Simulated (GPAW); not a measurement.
A calculation with GPAW 26.7.0 of Ba (cli, structure from a P1 CIF):

Contents of Ba.cif:

```cif
data_Ba
_cell_length_a 3.99965000
_cell_length_b 3.99965000
_cell_length_c 3.60553900
_cell_angle_alpha 90.00000000
_cell_angle_beta 90.00000000
_cell_angle_gamma 90.00000000
_space_group_name_H-M_alt 'P1'
_space_group_name_Hall 'P 1'
_space_group_IT_number 1
loop_
_space_group_symop_operation_xyz
'x,y,z'
loop_
_atom_site_label
_atom_site_type_symbol
_atom_site_symmetry_multiplicity
_atom_site_Wyckoff_symbol
_atom_site_fract_x
_atom_site_fract_y
_atom_site_fract_z
_atom_site_occupancy
Ba1 Ba 1 a 0.5000000000 0.5000000000 0.5000000000 1
```

Potentials or basis: GPAW PAW data sets (gpaw-data 1.2.1), pw.

Launch:

```bash
$ OMP_NUM_THREADS=1 gpaw run Ba.cif -p 'mode=PW(600),xc=PBE,kpts={size:(7,7,7),gamma:True},occupations={name:fermi-dirac,width:0.05},nbands=12,convergence={density:1e-05,energy:1e-05},maxiter=150,txt=gpaw.txt' --properties efs -w gs.gpw
```

This isn't the form of Ba at room conditions, which is bcc.

Q: Write the same calculation in another form: ASE script, structure typed inline.

A: As run:

run.py

```python
from ase import Atoms
from ase.dft.bandgap import bandgap
from ase.io import write
from ase.units import GPa
from gpaw import GPAW, PW

atoms = Atoms(['Ba'],
              cell=[[3.99965, 0.0, 0.0],
                    [0.0, 3.99965, 0.0],
                    [0.0, 0.0, 3.605539]],
              scaled_positions=[[0.5, 0.5, 0.5]],
              pbc=True)

calc = GPAW(mode=PW(600),
            xc='PBE',
            kpts={'size': (7, 7, 7), 'gamma': True},
            occupations={'name': 'fermi-dirac', 'width': 0.05},
            nbands=12,
            convergence={'density': 1e-05, 'energy': 1e-05},
            maxiter=150,
            txt='gpaw.txt')
atoms.calc = calc
energy = atoms.get_potential_energy()
forces = atoms.get_forces()
stress = atoms.get_stress()
calc.write('gs.gpw')
write('result.traj', atoms)
print(f'Energy: {energy:.6f} eV')
print('Forces (eV/A):')
print(forces.round(4))
print('Stress (GPa):', (stress / GPa).round(3))
print('Fermi level:', round(calc.get_fermi_level(), 4), 'eV')
print(f'Gap: {bandgap(calc)[0]:.4f} eV, direct: {bandgap(calc, direct=True)[0]:.4f} eV')
```

Potentials or basis: GPAW PAW data sets (gpaw-data 1.2.1), pw.

Launch:

```console
$ OMP_NUM_THREADS=1 python run.py
```

Both were run:

|  | cli, structure from a P1 CIF | ASE script, structure typed inline |
| --- | --- | --- |
| Pressure | 0.7 GPa | 0.7 GPa |
| Band gap on the k mesh | none (metal or under the smearing width) | none (metal or under the smearing width) |

Keys that steer only the numerical path or the files written may differ.
